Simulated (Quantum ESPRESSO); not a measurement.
The system is Fe.

```
Fe
1.0
     0.00000    1.94174    1.96511
     1.49844    0.00000    1.96511
     1.49844    1.94174    0.00000
Fe
1
Direct
  0.00000 0.00000 0.00000
```

Base run:

* Program: Quantum ESPRESSO 7.5
* Functional: PBEsol
* Potentials or basis: GBRV 1.5 PBEsol
* Cutoff: 762 eV
* Density cutoff: 6095 eV
* k mesh: 13 × 13 × 13
* Occupations: fermi-dirac, width 0.05 eV
* Spin: collinear spin, ferromagnetic start
* Starting moments: [3.0] μB
* Hubbard terms: Fe d U = 3 eV

Its results: band gap on the k mesh none (metal or under the smearing width); pressure 9.7 GPa; net moment 2.73 μB per cell; site moments Fe +2.84 μB.

Problem. The run is repeated on the same cell with these changes: hubbard terms from Fe d U = 3 eV to Fe d U = 5 eV. What comes out?

Solution. Band gap on the k mesh none (metal or under the smearing width); pressure 23.8 GPa; net moment 2.97 μB per cell; site moments Fe +3.09 μB.

Caveats: the U is typed as a test and isn't derived for this compound.

Not every run made on this cell is shown here.
